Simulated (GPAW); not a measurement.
The system is Si.

```
Si
1.0
     0.00000    2.72185    2.72185
     2.72185    0.00000    2.72185
     2.72185    2.72185    0.00000
Si
2
Direct
  0.50000 0.50000 0.50000
  0.75000 0.75000 0.75000
```

| Quantity | Value |
| --- | --- |
| Program | GPAW 26.7.0 |
| Task | relaxation of cell and atoms |
| Functional | LDA |
| Potentials or basis | the program's PAW data sets (release 1.2.1) made for this functional |
| Cutoff | 600 eV |
| Basis | pw |
| k mesh | 8 × 8 × 8 |
| Occupations | fermi-dirac, width 0.05 eV |
| Spin | no spin polarisation |

At the start: pressure -1.9 GPa; volume 20.16 Å³/atom.

Task: How do energy, volume and symmetry change on relaxing?

Result: Over 3 steps the energy falls by 2.5 meV/atom and the volume is 19.75 Å³/atom (-2.1 %); space group Fd-3m (No. 227, to 0.05 Å).

The path:
| step | energy change (eV) | largest force (eV/Å) | pressure (GPa) | volume (Å³) |
| --- | --- | --- | --- | --- |
| 1 | 0.0000 | 0.0000 | -1.91 | 40.33 |
| 2 | -0.0022 | 0.0000 | -1.45 | 40.12 |
| 3 | -0.0049 | 0.0000 | 0.04 | 39.49 |

Final structure:
```
Si
1.0
     0.00000    2.70292    2.70292
     2.70292    0.00000    2.70292
     2.70292    2.70292    0.00000
Si
2
Direct
  0.50000 0.50000 0.50000
  0.75000 0.75000 0.75000
```

Caveat: later steps reuse the first step's grids.
